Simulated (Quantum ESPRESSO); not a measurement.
# ZnS (Wurtzite-4H) under changes of volume

One of the cells (19.805 Å³/atom); the others are scaled copies at fixed shape and fractional positions:

```xyz
8
Lattice="3.8227 0.0000 0.0000 -1.9114 3.3106 0.0000 0.0000 0.0000 12.5200" Properties=species:S:1:pos:R:3 pbc="T T T"
Zn    1.9114    1.1035    9.3900
Zn    0.0000    2.2070    3.1300
Zn    0.0000    0.0000    6.2600
Zn    0.0000    0.0000    0.0000
S     1.9114    1.1035   11.7375
S     0.0000    2.2070    5.4775
S     0.0000    0.0000    8.6075
S     0.0000    0.0000    2.3475
```

```yaml
Program: Quantum ESPRESSO 7.5
Functional: PBE
Potentials_or_basis: SSSP 1.3 efficiency PBE
Cutoff: 748 eV
Density_cutoff: 5987 eV
k_mesh: 8 × 8 × 3
Occupations: fermi-dirac, width 0.05 eV
Spin: no spin polarisation
```

| volume (Å³/atom) | energy over the lowest point (meV/atom) | pressure (GPa) | gap on the mesh (eV) |
| --- | --- | --- | --- |
| 18.617 | 31.19 | 6.7 | 2.40 |
| 19.013 | 16.91 | 4.7 | 2.30 |
| 19.409 | 7.26 | 3.0 | 2.21 |
| 19.805 | ? | ? | ? |
| 20.202 | 0.00 | -0.1 | 2.04 |
| 20.598 | 1.59 | -1.4 | 1.95 |
| 20.994 | 6.19 | -2.5 | 1.87 |

Task: What does the run at 19.805 Å³/atom give?

Result: Energy over the lowest point 1.77 meV/atom; pressure 1.3 GPa; gap on the mesh 2.12 eV.

Worked out: A Birch-Murnaghan fit of order 3 (a polynomial in V^(-2/3)) to the other rows has its minimum at 20.20 Å³/atom with B0 = V·E''(V) = 69 GPa and B' = 4.5 at fixed shape and positions, which overstates the stiffness. It gives 1.77 meV/atom at 19.805 Å³/atom, against the run's 1.77, and -dE/dV = 1.4 GPa, against 1.3. A straight line through the other rows of the gap, of slope -4.39 eV per unit of ln V (its deformation potential), gives 2.12 eV, against the run's 2.12.

Energies are extrapolated to zero smearing.

Caveats: an odd mesh through Γ misses points on the zone boundary, where band edges often lie.
